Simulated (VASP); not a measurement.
# Au (Fm-3m) in VASP: notebook

Aim: see how the results for Au move with the level of theory and the settings. Levels: r2SCAN, r2SCAN+rVV10. Tasks: relaxation of cell and atoms.

All numbers are computed with VASP 6.6.1; they aren't measurements. Logs are shortened: lines on timing, memory, paths and dates and some standing lists are left out, and cuts for length are marked.

**1. The crystal as given**

Symmetry: Fm-3m, No. 225, cubic system. Conventional cell: a = 4.117 Å, b = 4.117 Å, c = 4.117 Å, α = 90.00°, β = 90.00°, γ = 90.00°. Around Au (site symmetry m-3m) lie 12 Au at 2.91 Å.

**2. Relaxation of cell and atoms, r2SCAN**

The input, INCAR:

```
ALGO     = Normal         # electronic algorithm
EDIFF    = 1E-7           # SCF threshold, eV
EDIFFG   = -0.005         # ionic threshold
ENCUT    = 600            # plane-wave cutoff, eV
IBRION   = 2              # ionic algorithm
ISIF     = 3              # what is computed and relaxed
ISMEAR   = 0              # smearing method
LASPH    = True           # aspherical terms in the spheres
LCHARG   = False          # write CHGCAR
LMIXTAU  = True         
LREAL    = False          # projectors in reciprocal space
LWAVE    = False          # write WAVECAR
METAGGA  = R2SCAN         # meta-GGA
NELM     = 60             # most SCF steps
NSW      = 90             # ionic steps
PREC     = Accurate       # precision mode
SIGMA    = 0.1            # smearing width, eV
```

The input, KPOINTS:

```
k-points
0
Gamma
  18 18 18
```

The input, POSCAR:

```
Au
1.0
    0.0000000000      2.0585000000      2.0585000000
    2.0585000000      0.0000000000      2.0585000000
    2.0585000000      2.0585000000      0.0000000000
Au
1
Direct
    0.0000000000      0.0000000000      0.0000000000
```

Potentials or basis: VASP PAW PBE potentials, release 64 (Au).

Started as:

```sh
> cat potpaw_PBE.64/Au/POTCAR > POTCAR
> mpirun -np 1 vasp_std > vasp.out
```

OUTCAR:

```text
EDIFF = 1E-7
   EDIFFG = -0.005
   ENCUT = 600
   IBRION = 2
   ISIF = 3
   ISMEAR = 0
   LASPH = True
   LREAL = False
   METAGGA = R2SCAN
   NELM = 60
   NSW = 90
   PREC = Accurate

 ion  position               nearest neighbor table
   1  0.000  0.000  0.000-

  LATTYP: Found a face centered cubic cell.
 ALAT       =     4.1170000000

  Lattice vectors:

 A1 = (   0.0000000000,   2.0585000000,   2.0585000000)
 A2 = (   2.0585000000,   0.0000000000,   2.0585000000)
 A3 = (   2.0585000000,   2.0585000000,   0.0000000000)

Analysis of symmetry for initial positions (statically):
=====================================================================
 Subroutine PRICEL returns:
 Original cell was already a primitive cell.

 Routine SETGRP: Setting up the symmetry group for a
 face centered cubic supercell.

 Subroutine GETGRP returns: Found 48 space group operations
 (whereof 48 operations were pure point group operations)
 out of a pool of 48 trial point group operations.

The static configuration has the point symmetry O_h .

Analysis of symmetry for dynamics (positions and initial velocities):
=====================================================================
 Subroutine PRICEL returns:
 Original cell was already a primitive cell.

 Routine SETGRP: Setting up the symmetry group for a
 face centered cubic supercell.

 Subroutine GETGRP returns: Found 48 space group operations
 (whereof 48 operations were pure point group operations)
 out of a pool of 48 trial point group operations.

The dynamic configuration has the point symmetry O_h .

 Subroutine INISYM returns: Found 48 space group operations
 (whereof 48 operations are pure point group operations),
 and found     1 'primitive' translations

----------------------------------------------------------------------------------------

                                     Primitive cell

  volume of cell :      17.4455

  direct lattice vectors                    reciprocal lattice vectors
     0.000000000  2.058500000  2.058500000    -0.242895312  0.242895312  0.242895312
     2.058500000  0.000000000  2.058500000     0.242895312 -0.242895312  0.242895312
     2.058500000  2.058500000  0.000000000     0.242895312  0.242895312 -0.242895312

  length of vectors
     2.911158618  2.911158618  2.911158618     0.420707022  0.420707022  0.420707022

  position of ions in fractional coordinates (direct lattice)
     0.000000000  0.000000000  0.000000000

  ion indices of the primitive-cell ions
   primitive index   ion index
                 1           1

----------------------------------------------------------------------------------------

 KPOINTS: k-points

Automatic generation of k-mesh.
 Grid dimensions read from file:
 generate k-points for:   18   18   18

 Generating k-lattice:

  Cartesian coordinates                     Fractional coordinates (reciprocal lattice)
    -0.013494184  0.013494184  0.013494184     0.055555556  0.000000000  0.000000000
     0.013494184 -0.013494184  0.013494184     0.000000000  0.055555556  0.000000000
     0.013494184  0.013494184 -0.013494184     0.000000000  0.000000000  0.055555556

  Length of vectors
     0.023372612  0.023372612  0.023372612

  Shift w.r.t. Gamma in fractional coordinates (k-lattice)
     0.000000000  0.000000000  0.000000000

 Subroutine IBZKPT returns following result:
 ===========================================

 Found    195 irreducible k-points:

 Following reciprocal coordinates:
            Coordinates               Weight
  0.000000  0.000000  0.000000      1.000000
  0.055556  0.000000  0.000000      8.000000
  0.111111  0.000000  0.000000      8.000000
  0.166667  0.000000  0.000000      8.000000
  0.222222  0.000000  0.000000      8.000000
  0.277778  0.000000  0.000000      8.000000
[... 16 lines left out ...]
 -0.277778  0.055556  0.000000     24.000000
 -0.222222  0.055556  0.000000     24.000000
 [... further k-points ...]
   k-points           NKPTS =    195   k-points in BZ     NKDIM =    195   number of bands    NBANDS=      9
   number of dos      NEDOS =    301   number of ions     NIONS =      1
   total plane-waves  NPLWV =  13824
   dimension x,y,z NGX =    24 NGY =   24 NGZ =   24
   dimension x,y,z NGXF=    48 NGYF=   48 NGZF=   48
   ions per type =               1
   NGX,Y,Z   is equivalent  to a cutoff of  13.71, 13.71, 13.71 a.u.
   NGXF,Y,Z  is equivalent  to a cutoff of  27.41, 27.41, 27.41 a.u.
 SYSTEM =  unknown system
   PREC   = accura    normal or accurate (medium, high low for compatibility)
   ISTART =      0    job   : 0-new  1-cont  2-samecut
   ICHARG =      2    charge: 1-file 2-atom 10-const
   ISPIN  =      1    spin polarized calculation?
   LNONCOLLINEAR =      F non collinear calculations
   LSORBIT =      F    spin-orbit coupling
   LASPH  =      T    aspherical Exc in radial PAW
   ENCUT  =  600.0 eV  44.10 Ry    6.64 a.u.   5.81  5.81  5.81*2*pi/ulx,y,z
   NELM   =     60;   NELMIN=  2; NELMDL= -5     # of ELM steps
   EDIFF  = 0.1E-06   stopping-criterion for ELM
   LREAL  =      F    real-space projection
   EDIFFG = -.5E-02   stopping-criterion for IOM
   NSW    =     90    number of steps for IOM
   IBRION =      2    ionic relax: 0-MD 1-quasi-New 2-CG
   NFREE  =      1    steps in history (QN), initial steepest desc. (CG)
   ISIF   =      3    stress and relaxation
   ISYM   =      2    0-nonsym 1-usesym 2-fastsym
   POTIM  = 0.5000    time-step for ionic-motion
   TEBEG  =    0.0;   TEEND  =   0.0 temperature during run
   PSTRESS=    0.0 pullay stress
   NELECT =      11.0000    total number of electrons
   NUPDOWN=      -1.0000    fix difference up-down
   EMIN   =  10.00;   EMAX   =-10.00  energy-range for DOS
   EFERMI =   0.00;   METHOD = LEGACY
   ISMEAR =     0;   SIGMA  =   0.10  broadening in eV -4-tet -1-fermi 0-gaus
   EFERMI_NEDOS =   21; number of points for ismear=-14 and -15
   IALGO  =     38    algorithm
   IMIX   =      4    mixing-type and parameters
     AMIX     =   0.40;   BMIX     =  1.00
     AMIX_MAG =   1.60;   BMIX_MAG =  1.00
  volume/ion in A,a.u.               =      17.45       117.73
  Fermi-wavevector in a.u.,A,eV,Ry     =   1.403820  2.652836 26.813157  1.970711
  Thomas-Fermi vector in A             =   2.526444
   LORBIT       =      0    0 simple, 1 ext, 2 COOP (PROOUT), +10 PAW based schemes
   METAGGA = R2SCAN    functional components
   LHFCALC =     F    Hartree Fock is set to
   AEXX    =    0.0000 exact exchange contribution
   IVDW    =     0    specifies the selected vdW correction
   LEPSILON=     F    determine dielectric tensor
   LRPA    =     F    only Hartree local field effects (RPA)
 conjugate gradient relaxation of ions
 non-spin polarized calculation
 Gauss-broadening in eV      SIGMA  =   0.10
  energy-cutoff  :      600.00
  volume of cell :       17.45
 maximum number of plane-waves:       594
   NGX = 11   NGY = 11   NGZ = 11

--------------------------------------- Ionic step        1  -------------------------------------------

 number of electron      11.0000001 magnetization

 Free energy of the ion-electron system (eV)
  ---------------------------------------------------
  ext. energy  EPLUGINS =         0.00000000
  ---------------------------------------------------
  free energy    TOTEN  =       -50.59586384 eV

  energy without entropy =      -50.59469934  energy(sigma->0) =      -50.59528159

------------------------ aborting loop because EDIFF is reached ----------------------------------------

  FORCE on cell =-STRESS in cart. coord.  units (eV):
  Direction    XX          YY          ZZ          XY          YZ          ZX
  --------------------------------------------------------------------------------------
  -------------------------------------------------------------------------------------
  Total        0.1301512      0.1301512      0.1301512      0.0000000     -0.0000000     -0.0000000
  in kB       11.9529746     11.9529746     11.9529746      0.0000000     -0.0000000     -0.0000000
  external PRESSURE =      11.9529746 kB  Pullay stress =       0.0000000 kB
[... 55 lines left out ...]
  energy  without entropy=      -50.5941098966  energy(sigma->0) =      -50.59467687

--------------------------------------- Ionic step        3  -------------------------------------------

 number of electron      11.0000001 magnetization

 Free energy of the ion-electron system (eV)
  ---------------------------------------------------
  ext. energy  EPLUGINS =         0.00000000
  ---------------------------------------------------
  free energy    TOTEN  =       -50.59633885 eV

  energy without entropy =      -50.59518842  energy(sigma->0) =      -50.59576363

 E-fermi :   8.7825     XC(G=0): -13.4108

 val. band max:        8.7605939984   @ k =   0.5000   0.2778   0.1111
 cond. band min:       8.8229448962   @ k =   0.5000   0.1667   0.0556
 fundamental gap:      0.0623508979
 Fermi energy:         8.7825122752

 k-point     1 :       0.0000    0.0000    0.0000
  band No.  band energies     occupation
      1      -0.9352      2.00000
      2       4.0404      2.00000
      3       4.0404      2.00000
      4       4.0404      2.00000
      5       5.4912      2.00000
      6       5.4912      2.00000
      7      24.1793      0.00000
      8      28.0831      0.00000
      9      28.0831      0.00000
[... 265 lines left out ...]
 k-point    24 :      -0.2222    0.0556    0.0000
  band No.  band energies     occupation
      1       0.8588      2.00000
      2       3.8234      2.00000
      3       4.3422      2.00000
      4       4.3721      2.00000
      5       5.4151      2.00000
      6       5.8862      2.00000
      7      20.7557      0.00000
      8      25.1810      0.00000
      9      27.8576      0.00000

 [... further k-points ...]

------------------------ aborting loop because EDIFF is reached ----------------------------------------

  FORCE on cell =-STRESS in cart. coord.  units (eV):
  Direction    XX          YY          ZZ          XY          YZ          ZX
  --------------------------------------------------------------------------------------
  -------------------------------------------------------------------------------------
  Total        0.0010630      0.0010630      0.0010630      0.0000000     -0.0000000     -0.0000000
  in kB        0.0969086      0.0969086      0.0969086      0.0000000     -0.0000000     -0.0000000
  external PRESSURE =       0.0969086 kB  Pullay stress =       0.0000000 kB
[... 16 lines left out ...]
  FREE ENERGIE OF THE ION-ELECTRON SYSTEM (eV)
  ---------------------------------------------------
  free  energy   TOTEN  =       -50.5963388464 eV

  energy  without entropy=      -50.5951884156  energy(sigma->0) =      -50.59576363

 reached required accuracy - stopping structural energy minimisation
```

Wall time 1.7 min (1 thread of Intel Xeon 6975P-C (Granite Rapids), shared host); peak memory 0.18 GiB.

What came out:

```yaml
Free_energy: -50.5963 eV
Relaxed_volume: 17.57 Å³/atom
Relaxed_cell: a = 2.918 Å, b = 2.918 Å, c = 2.918 Å, α = 60.00°, β = 60.00°, γ = 60.00°
Space_group_after_relaxing_to_0.05_Å: Fm-3m (No. 225)
Energy_gained_by_relaxing: 0.5 meV/atom
Ionic_steps: 3
Pressure_after_relaxing: 0.0 GPa
Band_gap_on_the_k_mesh: none (metal or under the smearing width)
```

The path:
| step | energy change (eV) | largest force (eV/Å) | pressure (GPa) | volume (Å³) |
| --- | --- | --- | --- | --- |
| 1 | 0.0000 | 0.0000 | 1.20 | 17.45 |
| 2 | 0.0006 | 0.0000 | -1.71 | 17.78 |
| 3 | -0.0005 | 0.0000 | 0.01 | 17.57 |

Final structure:
```
Au
1.0
     0.00000    2.06358    2.06358
     2.06358    0.00000    2.06358
     2.06358    2.06358    0.00000
Au
1
Direct
  0.00000 0.00000 0.00000
```

Caveat: the PAW data sets were made with another functional, which shifts forces and pressure a little. Zero-point motion and thermal expansion aren't in these numbers.

[end of part 1 of 2]
